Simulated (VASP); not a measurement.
# Ge (I4_1/amd) in VASP: further runs

One crystal, Ge, is run at these levels: PBE; tasks: single point.

All numbers are computed with VASP 6.6.1; they aren't measurements. Logs are shortened: lines on timing, memory, paths and dates and some standing lists are left out, and cuts for length are marked.

### 1 The structure

The structure is tetragonal, space group I4_1/amd (No. 141). The conventional cell has a = 5.149 Å, b = 5.149 Å, c = 2.795 Å, α = 90.00°, β = 90.00°, γ = 90.00°. Around Ge (site symmetry -4m2) lie 6 Ge at 2.67 to 2.79 Å.

This isn't the form of Ge at room conditions, which is diamond.

### 2 Single point, PBE

The input, INCAR:

```
PREC = Accurate
ENCUT = 300
EDIFF = 1E-7
ISMEAR = 0
SIGMA = 0.05
LREAL = F
LASPH = T
NELM = 100
ALGO = Normal
ISIF = 2
LWAVE = F
LCHARG = F
GGA = PE
NBANDS = 21
ADDGRID = F
```

The input, KPOINTS:

```
regular mesh
0
Gamma
  11 11 11
```

The input, POSCAR:

```
Ge
1.0
   -2.5744897190      2.5744897190      1.3974126432
    2.5744897190     -2.5744897190      1.3974126432
    2.5744897190      2.5744897190     -1.3974126432
Ge
2
Direct
    0.5147880000      0.5105290000      0.0041050000
    0.2603220000      0.7562090000      0.5249690000
```

Potentials or basis: VASP PAW PBE potentials, release 64 (Ge_d).

The run is started by

```bash
$ cat potpaw_PBE.64/Ge_d/POTCAR > POTCAR
$ mpirun -np 1 vasp_std > vasp.out
```

OUTCAR:

```text
PREC = Accurate
   ENCUT = 300
   EDIFF = 1E-7
   ISMEAR = 0
   LREAL = F
   LASPH = T
   NELM = 100
   ISIF = 2
   GGA = PE

 Found    666 irreducible k-points:

 Following reciprocal coordinates:
            Coordinates               Weight
  0.000000  0.000000  0.000000      1.000000
  0.090909  0.000000 -0.000000      2.000000
  0.090909  0.000000 -0.090909      2.000000
  0.000000  0.090909 -0.090909      2.000000
  0.000000  0.090909 -0.000000      2.000000
  0.181818  0.000000 -0.000000      2.000000
   k-points           NKPTS =    666   k-points in BZ     NKDIM =    666   number of bands    NBANDS=     21
   number of dos      NEDOS =    301   number of ions     NIONS =      2
   total plane-waves  NPLWV =  13824
   dimension x,y,z NGX =    24 NGY =   24 NGZ =   24
   dimension x,y,z NGXF=    48 NGYF=   48 NGZF=   48
   ions per type =               2
   NGX,Y,Z   is equivalent  to a cutoff of  10.23, 10.23, 10.23 a.u.
   NGXF,Y,Z  is equivalent  to a cutoff of  20.46, 20.46, 20.46 a.u.
 SYSTEM =  unknown system
   PREC   = accura    normal or accurate (medium, high low for compatibility)
   ISTART =      0    job   : 0-new  1-cont  2-samecut
   ICHARG =      2    charge: 1-file 2-atom 10-const
   ISPIN  =      1    spin polarized calculation?
   LNONCOLLINEAR =      F non collinear calculations
   LSORBIT =      F    spin-orbit coupling
   LASPH  =      T    aspherical Exc in radial PAW
   ENCUT  =  300.0 eV  22.05 Ry    4.70 a.u.   5.51  5.51  5.51*2*pi/ulx,y,z
   NELM   =    100;   NELMIN=  2; NELMDL= -5     # of ELM steps
   EDIFF  = 0.1E-06   stopping-criterion for ELM
   LREAL  =      F    real-space projection
   EDIFFG = 0.1E-05   stopping-criterion for IOM
   NSW    =      0    number of steps for IOM
   IBRION =     -1    ionic relax: 0-MD 1-quasi-New 2-CG
   NFREE  =      0    steps in history (QN), initial steepest desc. (CG)
   ISIF   =      2    stress and relaxation
   ISYM   =      2    0-nonsym 1-usesym 2-fastsym
   POTIM  = 0.5000    time-step for ionic-motion
   TEBEG  =    0.0;   TEEND  =   0.0 temperature during run
   PSTRESS=    0.0 pullay stress
   NELECT =      28.0000    total number of electrons
   NUPDOWN=      -1.0000    fix difference up-down
   EMIN   =  10.00;   EMAX   =-10.00  energy-range for DOS
   EFERMI =   0.00;   METHOD = LEGACY
   ISMEAR =     0;   SIGMA  =   0.05  broadening in eV -4-tet -1-fermi 0-gaus
   EFERMI_NEDOS =   21; number of points for ismear=-14 and -15
   IALGO  =     38    algorithm
   IMIX   =      4    mixing-type and parameters
     AMIX     =   0.40;   BMIX     =  1.00
     AMIX_MAG =   1.60;   BMIX_MAG =  1.00
  volume/ion in A,a.u.               =      18.52       125.01
  Fermi-wavevector in a.u.,A,eV,Ry     =   1.491209  2.817976 30.255333  2.223704
  Thomas-Fermi vector in A             =   2.603893
   LORBIT       =      0    0 simple, 1 ext, 2 COOP (PROOUT), +10 PAW based schemes
   GGA     = PE    functional components
   LHFCALC =     F    Hartree Fock is set to
   AEXX    =    0.0000 exact exchange contribution
   IVDW    =     0    specifies the selected vdW correction
   LEPSILON=     F    determine dielectric tensor
   LRPA    =     F    only Hartree local field effects (RPA)
 non-spin polarized calculation
 Gauss-broadening in eV      SIGMA  =   0.05
  energy-cutoff  :      300.00
  volume of cell :       37.05
 maximum number of plane-waves:       456
 NGX is ok and might be reduce to    24
   NGX = 11   NGY = 11   NGZ = 11

 number of electron      28.0000001 magnetization

 Free energy of the ion-electron system (eV)
  ---------------------------------------------------
  ext. energy  EPLUGINS =         0.00000000
  ---------------------------------------------------
  free energy    TOTEN  =        -8.54567189 eV

  energy without entropy =       -8.54438703  energy(sigma->0) =       -8.54502946

 E-fermi :   6.8232     XC(G=0): -11.3177

 val. band max:        6.8178607997   @ k =   0.1818  -0.4545   0.1818
 cond. band min:       6.8291920760   @ k =   0.0000   0.3636   0.3636
 fundamental gap:      0.0113312763
 Fermi energy:         6.8232332498

 k-point     1 :       0.0000    0.0000    0.0000
  band No.  band energies     occupation
      1     -17.9650      2.00000
      2     -17.9214      2.00000
      3     -17.8891      2.00000
      4     -17.8876      2.00000
      5     -17.7885      2.00000
      6     -17.7788      2.00000
[... 13 lines left out ...]
     20      18.3558      0.00000
     21      19.3181      0.00000

 k-point     2 :       0.0909    0.0000   -0.0000
  band No.  band energies     occupation
      1     -17.9611      2.00000
      2     -17.9107      2.00000
      3     -17.8840      2.00000
      4     -17.8750      2.00000
      5     -17.7946      2.00000
      6     -17.7866      2.00000
[... 13 lines left out ...]
     20      18.2966      0.00000
     21      18.9515      0.00000

 k-point     3 :       0.0909    0.0000   -0.0909
  band No.  band energies     occupation
      1     -17.9615      2.00000
      2     -17.9108      2.00000
      3     -17.8841      2.00000
      4     -17.8752      2.00000
      5     -17.7927      2.00000
      6     -17.7890      2.00000
[... 13 lines left out ...]
     20      18.2857      0.00000
     21      18.8776      0.00000

 k-point     4 :       0.0000    0.0909   -0.0909
  band No.  band energies     occupation
      1     -17.9609      2.00000
      2     -17.9102      2.00000
      3     -17.8837      2.00000
      4     -17.8751      2.00000
      5     -17.7945      2.00000
      6     -17.7884      2.00000
[... 13 lines left out ...]
     20      18.2461      0.00000
     21      18.9525      0.00000

 k-point     5 :       0.0000    0.0909   -0.0000
  band No.  band energies     occupation
      1     -17.9613      2.00000
      2     -17.9102      2.00000
      3     -17.8839      2.00000
      4     -17.8753      2.00000
      5     -17.7945      2.00000
      6     -17.7890      2.00000
[... 13 lines left out ...]
     20      18.2324      0.00000
     21      18.8786      0.00000

 k-point     6 :       0.1818    0.0000   -0.0000
  band No.  band energies     occupation
      1     -17.9516      2.00000
      2     -17.8848      2.00000
      3     -17.8728      2.00000
      4     -17.8450      2.00000
      5     -17.8107      2.00000
      6     -17.7955      2.00000
[... 13 lines left out ...]
     20      16.6505      0.00000
     21      17.5706      0.00000

 [... further k-points ...]
[... 5 lines left out ...]
  --------------------------------------------------------------------------------------
  -------------------------------------------------------------------------------------
  Total        0.3042323      0.5243934      0.3203620     -0.0016108     -0.1081308      0.0918115
  in kB       13.1567590     22.6777949     13.8543005     -0.0696621     -4.6761979      3.9704608
  external PRESSURE =      16.5629515 kB  Pullay stress =       0.0000000 kB

 VOLUME and BASIS-vectors are now :
 -----------------------------------------------------------------------------
  energy-cutoff  :      300.00
  volume of cell :       37.05
      direct lattice vectors                 reciprocal lattice vectors
    -2.574489719  2.574489719  1.397412643     0.000000000  0.194213244  0.357804119
     2.574489719 -2.574489719  1.397412643     0.194213244  0.000000000  0.357804119
     2.574489719  2.574489719 -1.397412643     0.194213244  0.194213244  0.000000000

 POSITION                                       TOTAL-FORCE (eV/Angst)
 -----------------------------------------------------------------------------------
     -0.00040      0.02153      1.42705         0.178171      0.215428     -0.024400
      2.62818      0.07487      0.68691        -0.178171     -0.215428      0.024400
 -----------------------------------------------------------------------------------
    total drift:                                0.000030      0.001182     -0.000038

  FREE ENERGIE OF THE ION-ELECTRON SYSTEM (eV)
  ---------------------------------------------------
  free  energy   TOTEN  =        -8.5456718881 eV

  energy  without entropy=       -8.5443870270  energy(sigma->0) =       -8.54502946
```

Run time: 67 s. Hardware: 1 thread of Intel Xeon 6975P-C (Granite Rapids), shared host; peak memory 0.28 GiB.

The run converged, but a check on its numbers failed (symmetry, net force, bounds or a known fault of this set-up), so they aren't taken as properties of the crystal.

Caveat: the cutoff lies under the usual one of these potentials, so the numbers hold a large basis-set error.

### 3 Single point, PBE

INCAR: that of step 2 with these lines changed.

```diff
@@ -1,3 +1,3 @@
 PREC = Accurate
-ENCUT = 300
+ENCUT = 600
 EDIFF = 1E-7
```

The input, KPOINTS:

```
regular mesh
0
Gamma
  8 8 8
```

The input, POSCAR:

```
Ge
1.0
   -2.5744897190      2.5744897190      1.3974126432
    2.5744897190     -2.5744897190      1.3974126432
    2.5744897190      2.5744897190     -1.3974126432
Ge
2
Direct
    0.5000000000      0.5000000000      0.0000000000
    0.2500000000      0.7500000000      0.5000000000
```

Potentials or basis: VASP PAW PBE potentials, release 64 (Ge_d).

The run is started by

```bash
$ cat potpaw_PBE.64/Ge_d/POTCAR > POTCAR
$ mpirun -np 1 vasp_std > vasp.out
```

OUTCAR:

```text
PREC = Accurate
   ENCUT = 600
   EDIFF = 1E-7
   ISMEAR = 0
   LREAL = F
   LASPH = T
   NELM = 100
   ISIF = 2
   GGA = PE

 Found     59 irreducible k-points:

 Following reciprocal coordinates:
            Coordinates               Weight
  0.000000  0.000000  0.000000      1.000000
  0.125000  0.000000 -0.000000      8.000000
  0.250000  0.000000 -0.000000      8.000000
  0.375000  0.000000  0.000000      8.000000
  0.500000  0.000000 -0.000000      4.000000
  0.125000  0.125000 -0.000000      8.000000
   k-points           NKPTS =     59   k-points in BZ     NKDIM =     59   number of bands    NBANDS=     21
   number of dos      NEDOS =    301   number of ions     NIONS =      2
   total plane-waves  NPLWV =  32768
   dimension x,y,z NGX =    32 NGY =   32 NGZ =   32
   dimension x,y,z NGXF=    64 NGYF=   64 NGZF=   64
   ions per type =               2
   NGX,Y,Z   is equivalent  to a cutoff of  13.64, 13.64, 13.64 a.u.
   NGXF,Y,Z  is equivalent  to a cutoff of  27.28, 27.28, 27.28 a.u.
 SYSTEM =  unknown system
   PREC   = accura    normal or accurate (medium, high low for compatibility)
   ISTART =      0    job   : 0-new  1-cont  2-samecut
   ICHARG =      2    charge: 1-file 2-atom 10-const
   ISPIN  =      1    spin polarized calculation?
   LNONCOLLINEAR =      F non collinear calculations
   LSORBIT =      F    spin-orbit coupling
   LASPH  =      T    aspherical Exc in radial PAW
   ENCUT  =  600.0 eV  44.10 Ry    6.64 a.u.   7.79  7.79  7.79*2*pi/ulx,y,z
   NELM   =    100;   NELMIN=  2; NELMDL= -5     # of ELM steps
   EDIFF  = 0.1E-06   stopping-criterion for ELM
   LREAL  =      F    real-space projection
   EDIFFG = 0.1E-05   stopping-criterion for IOM
   NSW    =      0    number of steps for IOM
   IBRION =     -1    ionic relax: 0-MD 1-quasi-New 2-CG
   NFREE  =      0    steps in history (QN), initial steepest desc. (CG)
   ISIF   =      2    stress and relaxation
   ISYM   =      2    0-nonsym 1-usesym 2-fastsym
   POTIM  = 0.5000    time-step for ionic-motion
   TEBEG  =    0.0;   TEEND  =   0.0 temperature during run
   PSTRESS=    0.0 pullay stress
   NELECT =      28.0000    total number of electrons
   NUPDOWN=      -1.0000    fix difference up-down
   EMIN   =  10.00;   EMAX   =-10.00  energy-range for DOS
   EFERMI =   0.00;   METHOD = LEGACY
   ISMEAR =     0;   SIGMA  =   0.05  broadening in eV -4-tet -1-fermi 0-gaus
   EFERMI_NEDOS =   21; number of points for ismear=-14 and -15
   IALGO  =     38    algorithm
   IMIX   =      4    mixing-type and parameters
     AMIX     =   0.40;   BMIX     =  1.00
     AMIX_MAG =   1.60;   BMIX_MAG =  1.00
  volume/ion in A,a.u.               =      18.52       125.01
  Fermi-wavevector in a.u.,A,eV,Ry     =   1.491209  2.817976 30.255333  2.223704
  Thomas-Fermi vector in A             =   2.603893
   LORBIT       =      0    0 simple, 1 ext, 2 COOP (PROOUT), +10 PAW based schemes
   GGA     = PE    functional components
   LHFCALC =     F    Hartree Fock is set to
   AEXX    =    0.0000 exact exchange contribution
   IVDW    =     0    specifies the selected vdW correction
   LEPSILON=     F    determine dielectric tensor
   LRPA    =     F    only Hartree local field effects (RPA)
 non-spin polarized calculation
 Gauss-broadening in eV      SIGMA  =   0.05
  energy-cutoff  :      600.00
  volume of cell :       37.05
 maximum number of plane-waves:      1258
   NGX = 15   NGY = 15   NGZ = 15

 number of electron      28.0000000 magnetization

 Free energy of the ion-electron system (eV)
  ---------------------------------------------------
  ext. energy  EPLUGINS =         0.00000000
  ---------------------------------------------------
  free energy    TOTEN  =        -8.54053897 eV

  energy without entropy =       -8.53963847  energy(sigma->0) =       -8.54008872

 E-fermi :   6.7256     XC(G=0): -11.3206

 val. band max:        6.7034934338   @ k =  -0.2500   0.2500   0.2500
 cond. band min:       6.8431795669   @ k =   0.3750   0.3750   0.1250
 fundamental gap:      0.1396861331
 Fermi energy:         6.7256426534

 k-point     1 :       0.0000    0.0000    0.0000
  band No.  band energies     occupation
      1     -17.9634      2.00000
      2     -17.9135      2.00000
      3     -17.8879      2.00000
      4     -17.8811      2.00000
      5     -17.7775      2.00000
      6     -17.7775      2.00000
[... 13 lines left out ...]
     20      18.3537      0.00000
     21      19.3398      0.00000

 k-point     2 :       0.1250    0.0000   -0.0000
  band No.  band energies     occupation
      1     -17.9571      2.00000
      2     -17.8936      2.00000
      3     -17.8801      2.00000
      4     -17.8578      2.00000
      5     -17.7919      2.00000
      6     -17.7880      2.00000
[... 13 lines left out ...]
     20      17.6891      0.00000
     21      18.1683      0.00000
[... 55 lines left out ...]
      5     -17.8130      2.00000
      6     -17.8111      2.00000
[... 13 lines left out ...]
     20      18.3889      0.00000
     21      19.2631      0.00000

 k-point     6 :       0.1250    0.1250   -0.0000
  band No.  band energies     occupation
      1     -17.9459      2.00000
      2     -17.8665      2.00000
      3     -17.8543      2.00000
      4     -17.8214      2.00000
      5     -17.8095      2.00000
      6     -17.8010      2.00000
[... 13 lines left out ...]
     20      15.8739      0.00000
     21      16.4752      0.00000

 [... further k-points ...]
[... 5 lines left out ...]
  --------------------------------------------------------------------------------------
  -------------------------------------------------------------------------------------
  Total        0.3436491      0.3436491      1.4446767      0.0000000      0.0000000      0.0000000
  in kB       14.8613688     14.8613688     62.4761531      0.0000000      0.0000000      0.0000000
  external PRESSURE =      30.7329636 kB  Pullay stress =       0.0000000 kB

 VOLUME and BASIS-vectors are now :
 -----------------------------------------------------------------------------
  energy-cutoff  :      600.00
  volume of cell :       37.05
      direct lattice vectors                 reciprocal lattice vectors
    -2.574489719  2.574489719  1.397412643     0.000000000  0.194213244  0.357804119
     2.574489719 -2.574489719  1.397412643     0.194213244  0.000000000  0.357804119
     2.574489719  2.574489719 -1.397412643     0.194213244  0.194213244  0.000000000

 POSITION                                       TOTAL-FORCE (eV/Angst)
 -----------------------------------------------------------------------------------
      0.00000      0.00000      1.39741        -0.000000      0.000000      0.000000
      2.57449      0.00000      0.69871         0.000000     -0.000000     -0.000000
 -----------------------------------------------------------------------------------
    total drift:                               -0.000000     -0.000000      0.000000

  FREE ENERGIE OF THE ION-ELECTRON SYSTEM (eV)
  ---------------------------------------------------
  free  energy   TOTEN  =        -8.5405389745 eV

  energy  without entropy=       -8.5396384671  energy(sigma->0) =       -8.54008872
```

OSZICAR:

```text
N       E                     dE             d eps       ncg     rms          rms(c)
DAV:   1     0.181712676194E+03    0.18171E+03   -0.15172E+04  2830   0.414E+03
DAV:   2     0.164051219064E+02   -0.16531E+03   -0.16033E+03  2478   0.624E+02
DAV:   3    -0.784428282974E+01   -0.24249E+02   -0.24008E+02  2806   0.138E+02
DAV:   4    -0.854771587702E+01   -0.70343E+00   -0.70274E+00  2821   0.270E+01
DAV:   5    -0.855819380663E+01   -0.10478E-01   -0.10478E-01  2763   0.363E+00    0.211E+00
DAV:   6    -0.854583583200E+01    0.12358E-01   -0.18283E-02  3389   0.231E+00    0.120E+00
DAV:   7    -0.854069492926E+01    0.51409E-02   -0.12495E-02  3325   0.168E+00    0.112E-01
DAV:   8    -0.854053542328E+01    0.15951E-03   -0.18590E-03  3096   0.795E-01    0.416E-02
DAV:   9    -0.854054025227E+01   -0.48290E-05   -0.50977E-05  3122   0.992E-02    0.109E-02
DAV:  10    -0.854053934379E+01    0.90848E-06   -0.39286E-06  3329   0.298E-02    0.146E-03
DAV:  11    -0.854053902624E+01    0.31755E-06   -0.11580E-07  2142   0.471E-03    0.328E-04
DAV:  12    -0.854053897450E+01    0.51738E-07   -0.36032E-08  1589   0.355E-03
   1 F= -.85405390E+01 E0= -.85400887E+01  d E =-.900507E-03
```

It took 16 s on 1 thread of Intel Xeon 6975P-C (Granite Rapids), shared host; peak memory 0.19 GiB.

The run converged, but some of its settings lie outside the range that counts as converged, so its numbers aren't taken as properties of the crystal.

What came out:

| Item | Value |
| --- | --- |
| Free energy | -8.5405 eV |
| Pressure | 3.1 GPa |
| Band gap on the k mesh | none (metal or under the smearing width) |

### 4 Single point, PBE

INCAR is that of step 3.

KPOINTS is that of step 3.

The input, POSCAR:

```
Ge
1.0
   -2.5744897190      2.5744897190      1.3974126432
    2.5744897190     -2.5744897190      1.3974126432
    2.5744897190      2.5744897190     -1.3974126432
Ge
2
Direct
    0.5147880000      0.5105290000      0.0041050000
    0.2603220000      0.7562090000      0.5249690000
```

The run is started by

```bash
$ cat potpaw_PBE.64/Ge_d/POTCAR > POTCAR
$ mpirun -np 1 vasp_std > vasp.out
```

Run time: 59 s. Hardware: 1 thread of Intel Xeon 6975P-C (Granite Rapids), shared host; peak memory 0.32 GiB.

These settings aren't checked as converged: the numbers below hold their error.

Results:

```yaml
Free_energy: -8.5281 eV
Pressure: 3.2 GPa
Largest_force: 0.297 eV/Å
Band_gap_on_the_k_mesh: none (metal or under the smearing width)
```

### 5 For comparison

An earlier run on the cell as given: functional PBE; potentials or basis VASP PAW PBE potentials, release 64 (Ge_d); cutoff 520 eV; k mesh 11 × 11 × 11; occupations fermi-dirac, width 0.05 eV; no spin polarisation.

- Pressure: 3.2 GPa
- Band gap on the k mesh: none (metal or under the smearing width)
